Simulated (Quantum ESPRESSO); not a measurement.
Ge:

```
Ge
1.0
     0.00000    2.82891    2.82891
     2.82891    0.00000    2.82891
     2.82891    2.82891    0.00000
Ge
2
Direct
  0.75000 0.75000 0.75000
  0.50000 0.50000 0.50000
```

```yaml
Program: Quantum ESPRESSO 7.5
Task: phonons
Functional: PBE
Potentials_or_basis: SG15 PBE 1.2
Cutoff: 952 eV
Density_cutoff: 3810 eV
k_mesh: 8 × 8 × 8
Occupations: cold, width 0.2 eV
Spin: no spin polarisation
Mixing_beta: 0.5
Most_SCF_iterations: 120
SCF_threshold: 4e-10 Ry
```

The cell and the atoms were relaxed first, to 23.96 Å³/atom (a = 4.077 Å, b = 4.077 Å, c = 4.077 Å, α = 60.00°, β = 60.00°, γ = 60.00°), and the response was taken there.

Which optical modes does the crystal have at the zone centre, and which show in infrared and Raman spectra?

The optical modes are T2g. None is infrared active. Raman active: T2g.

Optical modes at Γ, degenerate ones joined:
| cm⁻¹ | components | symmetry | active in |
| --- | --- | --- | --- |
| 264 | 3 | T2g | Raman |
